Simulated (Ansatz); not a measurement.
**Au: pressure against volume**

Au, Fm-3m, a = 4.124 Å. Ansatz: r2SCAN, PAW, 500 eV, Γ-centred 18×18×18 mesh on 1 atom, Gaussian smearing 0.10 eV; no spin polarisation. Symmetry fixes shape and atoms, so the cell is only scaled; pressure is positive in compression.

| V (Å³/atom) | P (GPa) |
| --- | --- |
| 15.431 | 28.83 |
| 15.957 | 19.34 |
| 16.483 | 11.58 |
| 17.009 | ? |
| 17.535 | 0.03 |
| 18.061 | -4.19 |
| 18.587 | -7.56 |
| 19.288 | -11.00 |

Task: Take V0 = 17.535 Å³/atom, count pressures from its P0 = 0.03 GPa, fit the third-order Birch–Murnaghan form to the other rows, and predict the missing pressure.

Result: With the Eulerian strain f = ½[(V0/V)^(2/3) − 1] and y = (P − P0)/[3f(1 + 2f)^(5/2)], the form is the line y = B0 + 1.5 B0 (B0′ − 4) f. Rows (f, y): 0.04447, 174.5; 0.03244, 169.6; 0.02105, 165.0; -0.00976, 151.4; -0.01905, 146.4; -0.03077, 140.1. Means f = 0.006397, y = 157.83; Σ(Δf)² = 0.004632, ΣΔfΔy = 2.100; the slope is their ratio. y = 154.9 + 453.3 f GPa, so B0 = 154.9 GPa and B0′ = 4 + 2 × (453.3)/(3 × 154.9) = 5.95. At V = 17.009, f = 0.01026, y = 159.55 and P = 5.20 GPa. The run gave 5.22 GPa, so the fit is 0.02 GPa too low, within the rms miss on the fitted rows (0.05 GPa).

Spin–orbit coupling is left out, which can shift energies with elements as heavy as these.